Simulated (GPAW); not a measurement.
# InSe (C2/m) in GPAW: reference runs

Aim: a first look at InSe with PBE, on the cell as given.

Program: GPAW 26.7.0. These are calculated values, not measurements. Logs are shortened: lines on timing, memory, paths and dates and some standing lists are left out, and cuts for length are marked. The log counts tension as positive stress, the text compression.

**1. The structure**

The structure is monoclinic, space group C2/m (No. 12). The conventional cell has a = 11.653 Å, b = 4.109 Å, c = 5.073 Å, α = 90.00°, β = 109.86°, γ = 90.00°. In (site symmetry m) is surrounded by 3 Se at 2.68 to 2.69 Å and 1 In at 2.80 Å. Se (site symmetry m) is surrounded by 3 In at 2.68 to 2.69 Å.

The cell comes from a database or a generator and needn't be the stable form of this composition.

**2. Single point, PBE**

The input, run.py:

```python
from ase import Atoms
from ase.dft.bandgap import bandgap
from ase.io import write
from ase.units import Bohr, GPa
from gpaw import GPAW, PW
from gpaw.elf import elf_from_dft_calculation

atoms = Atoms(['In', 'In', 'Se', 'Se'],
              cell=[[5.8263928781, -2.054648955, 0.0],
                    [5.8263928781, 2.054648955, 0.0],
                    [-1.723233014, 0.0, 4.7713478577]],
              scaled_positions=[[0.88820325, 0.88820325, 0.04684136],
                                [0.11179675, 0.11179675, 0.95315864],
                                [0.66092759, 0.66092759, 0.66895562],
                                [0.33907241, 0.33907241, 0.33104438]],
              pbc=True)

calc = GPAW(mode=PW(600),
            xc='PBE',
            kpts={'size': (7, 7, 6), 'gamma': True},
            occupations={'name': 'fermi-dirac', 'width': 0.05},
            nbands=32,
            convergence={'density': 1e-05, 'energy': 1e-05},
            maxiter=150,
            txt='gpaw.txt')
atoms.calc = calc
energy = atoms.get_potential_energy()
forces = atoms.get_forces()
stress = atoms.get_stress()
calc.write('gs.gpw')
write('result.traj', atoms)
print(f'Energy: {energy:.6f} eV')
print('Forces (eV/A):')
print(forces.round(4))
print('Stress (GPa):', (stress / GPa).round(3))
print('Fermi level:', round(calc.get_fermi_level(), 4), 'eV')
print(f'Gap: {bandgap(calc)[0]:.4f} eV, direct: {bandgap(calc, direct=True)[0]:.4f} eV')

# fields on the real-space grid
write('density.cube', atoms, data=calc.get_pseudo_density() * Bohr**3)
write('potential.cube', atoms, data=calc.get_electrostatic_potential())
write('elf.cube', atoms, data=elf_from_dft_calculation(calc).data)
```

Potentials or basis: GPAW PAW data sets (gpaw-data 1.2.1), pw.

Launch:

```bash
OMP_NUM_THREADS=1 python run.py
```

gpaw.txt:

```text
__  _  _
 | _ |_)|_||  |
 |__||  | ||/\| - 26.7.0

Input parameters:
  mode=PW(ecut=600.0),
  convergence={'density': 1e-05, 'energy': 1e-05},
  kpts=MonkhorstPack(size=(7, 7, 6), gamma=True),
  maxiter=150,
  nbands=32,
  occupations=Occupations(name='fermi-dirac', width=0.05),
  xc=XC(name='PBE')

Diagonalizing LCAO Hamiltonian
Converting LCAO to pw mode

       In

                        Se

                Se

                                 In

Atoms  # Å, Bohr magnetons
|   | symbol |         x |         y |        z |    initial magnetic moments |
|---|--------|-----------|-----------|----------|-----------------------------|
| 0 |     In | 10.269324 |  0.000000 | 0.223496 | ( 0.0000,  0.0000,  0.0000) |
| 1 |     In | -0.339771 |  0.000000 | 4.547851 | ( 0.0000,  0.0000,  0.0000) |
| 2 |     Se |  6.548881 | -0.000000 | 3.191820 | ( 0.0000,  0.0000,  0.0000) |
| 3 |     Se |  3.380672 |  0.000000 | 1.579528 | ( 0.0000,  0.0000,  0.0000) |

Unit cell  # Å
| periodic |         x |         y |        z |  lengths |     angles |
|----------|-----------|-----------|----------|----------|------------|
|      yes |  5.826393 | -2.054649 | 0.000000 | 6.178061 | 108.684196 |
|      yes |  5.826393 |  2.054649 | 0.000000 | 6.178061 | 108.684196 |
|      yes | -1.723233 |  0.000000 | 4.771348 | 5.072996 |  38.849898 |

Number of symmetries: 4
Symmetry operations  # r_c * U_cc + t_c -> r_c
|   | kind |            matrix            |
|---|------|------------------------------|
| 0 |  E   |  1, 0, 0,  0, 1, 0,  0, 0, 1 |
| 1 |  σ   |  0, 1, 0,  1, 0, 0,  0, 0, 1 |
| 2 |  C2  |  0,-1, 0, -1, 0, 0,  0, 0,-1 |
| 3 |  i   | -1, 0, 0,  0,-1, 0,  0, 0,-1 |

BZ-sampling:
  Number of BZ points: 294
  Number of IBZ points: 88

  Monkhorst-Pack size: [7, 7, 6]
  Monkhorst-Pack shift: [0.0, 0.0, 0.08333333333333333]

K-points  # in reciprocal-cell coordinates
|     |                                coordinates |     weight |
|-----|--------------------------------------------|------------|
|   0 | (  0.00000000,   0.00000000,   0.00000000) | 0.00340136 |
|   1 | (  0.00000000,   0.00000000,   0.16666667) | 0.00680272 |
|   2 | (  0.00000000,   0.00000000,   0.33333333) | 0.00680272 |
|   3 | (  0.00000000,   0.00000000,   0.50000000) | 0.00340136 |
|   4 | (  0.14285714,  -0.14285714,   0.00000000) | 0.00680272 |
|   5 | (  0.14285714,  -0.14285714,   0.16666667) | 0.01360544 |
|   6 | (  0.14285714,  -0.14285714,   0.33333333) | 0.01360544 |
|   7 | (  0.14285714,  -0.14285714,   0.50000000) | 0.00680272 |
|   8 | (  0.14285714,   0.00000000,  -0.33333333) | 0.01360544 |
|   9 | (  0.14285714,   0.00000000,  -0.16666667) | 0.01360544 |
| ... |                                            |            |
|  87 | (  0.42857143,   0.42857143,   0.50000000) | 0.00680272 |

Plane wave coefficients: 3828
Cutoff: 600.0 eV

Spin-components: 1 (collinear spins)
Bands:           32
Projectors:      22
Spin-degeneracy: 2
Datatype:        complex128

Parallelization:
  kpt:    1
  domain: 1
  band:   1

Density:
  Valence electrons: 38.0
  Components: 1
  Grid points: [35 35 30]
  Charge: 0.0  # |e|

Potential:
  Grid points: [35 35 30]

species:
  In:
    name:    Indium
    Z:       49.0
    valence: 13
    core:    36
    charge:  0.0  # [|e|]
    compensation charges:
      type: gauss
      rc: 0.36  # [Å]
      lmax: 2
    cutoffs:
      filter: 2.09  # [Å]
      core: 2.48  # [Å]
    projectors
    | kind |    occ | energy [eV] | rcut [Å] |
    |------|--------|-------------|----------|
    |   5s |  2.000 |      -8.203 |    1.185 |
    |   5p |  1.000 |      -2.521 |    1.244 |
    |   4d | 10.000 |     -18.629 |    1.148 |
    |    s |        |      19.008 |    1.185 |
    |    p |        |      24.691 |    1.244 |
    |    d |        |       8.583 |    1.148 |

    Using partial waves for In as LCAO basis

  Se:
    name:    Selenium
    Z:       34.0
    valence: 6
    core:    28
    charge:  0.0  # [|e|]
    compensation charges:
      type: gauss
      rc: 0.27  # [Å]
      lmax: 2
    cutoffs:
      filter: 1.77  # [Å]
      core: 2.67  # [Å]
    projectors
    | kind |    occ | energy [eV] | rcut [Å] |
    |------|--------|-------------|----------|
    |   4s |  2.000 |     -17.277 |    0.847 |
    |   4p |  4.000 |      -6.512 |    1.005 |
    |    s |        |       9.935 |    0.847 |
    |    p |        |      20.699 |    1.005 |
    |    d |        |       0.000 |    0.847 |

    Using partial waves for Se as LCAO basis

Reference energy: -452157.903581  # eV

eigensolver:
  PPCG
  Converge bands: occupied
  niter=2

density mixing:
  MSR1-Mixer
  Pratt-step length: 0.05
  Maximum mixing coefficient: 0.75
  Old densities: 10
  SVD Regularization: 0.005
  Good broyden scale: 1.0
  Trust region scale: 1.0
  Backstep threshold: 4.0
  History deletion threshold: 6.0
  Fourier metric: weight=20.0, sigma=0.015

occupation numbers:
  Fermi-Dirac:
    width: 0.0500  # eV

poisson solver:
  ecut: 4800.0  # eV

xc functional:
  name: PBE with 2 nearest neighbor stencil

convergence criteria:
[... 6 lines left out ...]
|iter     | |      energy | eigst |  dens |
|---------|-|-------------|-------|-------|
|iter:   1| |  -14.913033 | -0.32 |       |
|iter:   2| |  -14.819169 | -2.21 | -1.22 |
|iter:   3| |  -14.505536 | -1.97 | -1.26 |
|iter:   4| |  -14.506511 | -3.22 | -1.80 |
|iter:   5| |  -14.506740 | -3.99 | -2.32 |
|iter:   6| |  -14.506798c| -5.29 | -2.99 |
|iter:   7| |  -14.506807c| -6.12 | -3.49 |
|iter:   8| |  -14.506809c| -6.98 | -3.95 |
|iter:   9| |  -14.506809c| -7.56c| -4.65 |
|iter:  10| |  -14.506809c| -8.15c| -5.27c|

Converged in 10 steps
Energy contributions relative to reference atoms: (reference = -452157.903581)

Energy contributions:
  Kinetic:          41.967240
  Coulomb:         -39.568891
  Zero:              0.241374
  External:          0.000000
  Xc:              -17.146532
  Entropy:          -0.000000
  Spinorbit:         0.000000
  ----------------------------
  Free energy:     -14.506809
  Extrapolated:    -14.506809

dipole moment: (0.000072, -0.000000, 0.000034)  # |e|*Ang

Fermi level: 5.127
Eigenvalues  # (at kpt = [0.000, 0.000, 0.000])
| band index |      eig [eV] | occ [0-2] |
|------------|---------------|-----------|
|          0 |        -9.878 |     2.000 |
|        ... |               |           |
|         11 |        -6.928 |     2.000 |
|         12 |        -0.120 |     2.000 |
|         13 |         0.753 |     2.000 |
|         14 |         0.866 |     2.000 |
|         15 |         2.319 |     2.000 |
|         16 |         2.570 |     2.000 |
[... 8 lines left out ...]
|         25 |        11.275 |     0.000 |
|         26 |        12.829 |     0.000 |
|        ... |               |           |
|         31 |        15.554 |     0.000 |

Gap: 1.145 eV
Transition (v -> c):
  (s=0, k=83, n=18, [0.43, 0.43, -0.17]) -> (s=0, k=3, n=19, [0.00, 0.00, 0.50])
Direct/indirect transitions are different
Direct gap: 1.236 eV
Transition at: (s=0, k=83, n=18, [0.43, 0.43, -0.17])

Forces  # eV/Ang
|        x |       y |        z |
|----------|---------|----------|
|  0.06258 | 0.00000 | -0.02632 |  # In   0
| -0.06258 | 0.00000 |  0.02632 |  # In   1
|  0.01700 | 0.00000 | -0.20229 |  # Se   2
| -0.01700 | 0.00000 |  0.20229 |  # Se   3

Stress tensor  # eV/Ang^3
|         x |         y |         z |
|-----------|-----------|-----------|
| -0.006887 |  0.000000 | -0.000337 |
|  0.000000 | -0.008174 |  0.000000 |
| -0.000337 |  0.000000 | -0.008232 |

# Writing to gs.gpw (mode='')
```

stdout:

```text
<dir> UserWarning: The angles between your unit-cell vectors are 108.7, 108.7 and 38.8 degrees.  Results may be wrong!  Please Niggli-reduce your unit-cell so that the angles are closer to 90 degrees:

  from ase.build import niggli_reduce
  niggli_reduce(atoms)

  warnings.warn(
Energy: -14.506809 eV
Forces (eV/A):
[[ 0.0626  0.     -0.0263]
 [-0.0626  0.      0.0263]
 [ 0.017   0.     -0.2023]
 [-0.017   0.      0.2023]]
Stress (GPa): [-1.103 -1.31  -1.319  0.    -0.054  0.   ]
Fermi level: 5.1266 eV
Gap: 1.1454 eV, direct: 1.2361 eV
```

Run time: 3.8 min. Hardware: 1 thread of Arm Neoverse V2, shared host; peak memory 0.42 GiB.

Results:

```
Free energy            : -14.5068 eV
Pressure               : 1.2 GPa
Largest force          : 0.203 eV/Å
Band gap on the k mesh : 1.15 eV, indirect (least direct gap 1.24 eV)
```

Forces in eV/Å, atoms in the order of the input:
```
In   0.063  0.000 -0.026
In  -0.063  0.000  0.026
Se   0.017  0.000 -0.202
Se  -0.017  0.000  0.202
```

Caveat: spin-orbit coupling is left out, which moves the levels of the heavy elements; an odd mesh through Γ misses points on the zone boundary, where band edges often lie; the program warned that so skewed a cell can give wrong results. PBE gaps usually lie below the measured ones, often by a third to a half.
